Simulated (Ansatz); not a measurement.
CsPbI₃ (cubic perovskite)

```
CsPbI3
1.0
    6.39047     0.00000     0.00000
    0.00000     6.39047     0.00000
    0.00000     0.00000     6.39047
Cs Pb I
1 1 3
Cartesian
  0.00000   0.00000   0.00000
  3.19524   3.19524   3.19524
  0.00000   3.19524   3.19524
  3.19524   3.19524   0.00000
  3.19524   0.00000   3.19524
```

The slice is a {100} plane (indices of the conventional cell) through the point (0.500, 0.500, 0.500) (fractional), spanned by u = [100] and v = [010] in vectors of this cell: u (6.39 Å) and v (6.39 Å, at 90° to u). It covers one period; positions are fractions (u, v).

These are PBE (plane waves to 420 eV, PAW, scalar-relativistic; Ansatz, a first-principles code) values and carry that method's errors. k mesh 5×5×5. These are valence fields of a PAW run, semicore shells included where kept as valence: close to a nucleus they are smooth pseudo fields. CsPbI3 was relaxed with its symmetry unable to fall. Spin-orbit coupling is left out, though I and Pb are heavy. This is a high-temperature form of CsPbI3.

### Question
Around which element is the density of the lowest conduction band (whole band as if filled, smooth part) largest on this plane?

### Answer
Pb. Mean over a disc round each atom, of radius 0.45 times the shortest bond: Pb 0.041, I 0.013 e/Å³.

### Question
What is the valence density on the shortest Pb–I line in this plane (3.20 Å), at its minimum between the atoms?

### Answer
0.20 e/Å³.

### Question
The ELF has a maximum in the middle third of the Pb–I line. Where, and how high?

### Answer
0.67, 2.0 Å from Pb.

### Question
Sketch the density of the lowest conduction band (whole band as if filled, smooth part) on this plane as a map.

### Answer
```
v \ u   0.00   0.12   0.25   0.38   0.50   0.62   0.75   0.88
-----  -----  -----  -----  -----  -----  -----  -----  -----
0.88   0.023  0.061  0.020  0.007  0.018  0.007  0.020  0.061
0.75   0.032  0.020  0.006  0.002  0.003  0.002  0.006  0.020
0.62   0.015  0.007  0.002  0.002  0.003  0.002  0.002  0.007
0.50   0.015  0.018  0.003  0.003  0.003  0.003  0.003  0.018
0.38   0.015  0.007  0.002  0.002  0.003  0.002  0.002  0.007
0.25   0.032  0.020  0.006  0.002  0.003  0.002  0.006  0.020
0.12   0.023  0.061  0.020  0.007  0.018  0.007  0.020  0.061
0.00   0.002  0.023  0.032  0.015  0.015  0.015  0.032  0.023
```

Values: density of the lowest conduction band (whole band as if filled, smooth part) in e/Å³.
